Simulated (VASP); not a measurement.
Write the native input for VASP 6.6.1 that does the following.

```
Task                   : single point
Functional             : RPBE
Potentials or basis    : VASP PAW PBE potentials, release 54 (Pt)
Cutoff                 : 520 eV
k mesh                 : 12 × 12 × 12
Occupations            : gaussian, width 0.02 eV
Spin                   : no spin polarisation
Further INCAR settings : ALGO = Normal; EDIFF = 1e-06
```

The structure of Pt lies in POSCAR:

```
Pt
1.0
    0.0000000000      1.9609000000      1.9609000000
    1.9609000000      0.0000000000      1.9609000000
    1.9609000000      1.9609000000      0.0000000000
Pt
1
Direct
    0.0000000000      0.0000000000      0.0000000000
```

One way to write it, as run:

INCAR

```
SYSTEM = Pt
PREC = Accurate
ENCUT = 520
EDIFF = 1E-6
ISMEAR = 0
SIGMA = 0.02
LREAL = .FALSE.
LASPH = .TRUE.
NELM = 100
ALGO = Normal
ISIF = 2
LWAVE = .FALSE.
LCHARG = .TRUE.
GGA = RP
LELF = .TRUE.
LVHAR = .TRUE.
```

KPOINTS

```
regular mesh
0
G
  12 12 12
  0 0 0
```

Potentials or basis: VASP PAW PBE potentials, release 54 (Pt).

Launch:

```console
$ cat potpaw_PBE.54/Pt/POTCAR > POTCAR
$ mpirun -np 1 vasp_std > vasp.out
```

It gave:

- Pressure: 13.9 GPa
- Band gap on the k mesh: none (metal or under the smearing width)

Caveat: the PAW data sets were made with another functional, which shifts forces and pressure a little.

Run time: 4.2 s on 1 thread of Intel(R) Xeon(R) 6975P-C (Granite Rapids) (shared host), peak memory 0.14 GiB.
